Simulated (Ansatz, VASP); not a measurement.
**SiC in VASP and in Ansatz**

```
Si C
1.0
     3.07600    0.00000    0.00000
    -1.53800    2.66389    0.00000
     0.00000    0.00000    5.04800
Si C
2 2
Direct
  0.36959 0.69321 0.96038
  0.66667 0.33333 0.50000
  0.33333 0.66667 0.38500
  0.66667 0.33333 0.88500
```

Alike in both runs: task single point; functional PBE; k mesh 6 × 6 × 4; occupations gaussian, width 0.05 eV; no spin polarisation.

```csv
,VASP,Ansatz
version,VASP 6.6.1,Ansatz 0.2.0
potentials or method,"VASP PAW PBE potentials, release 64 (Si, C)","scalar-relativistic, plane waves, PAW"
plane-wave cutoff (eV),520,420
valence electrons in the cell,16,16
```

Ansatz gave:

| Item | Value |
| --- | --- |
| gap on the k mesh at the Fermi level (eV) | 1.74 |
| least direct gap on the mesh (eV) | 3.80 |
| pressure (GPa) | 7.1 |
| largest component of the traceless stress (GPa) | 8.69 |
| rms of the force components (eV/Å) | 1.706 |

Which values does VASP return?

gap on the k mesh at the Fermi level (eV): 1.74; least direct gap on the mesh (eV): 3.81; pressure (GPa): 7.0; largest component of the traceless stress (GPa): 8.65; rms of the force components (eV/Å): 1.706.

Atom by atom the forces differ by 0.003 eV/Å (rms over components). With one functional, cell and mesh, what is left measures potentials, basis and numerics.

Caveats: forces of over 1 eV/Å show positions far from the minimum, so gaps and moduli don't describe the material at rest. A k mesh can miss the band edges.
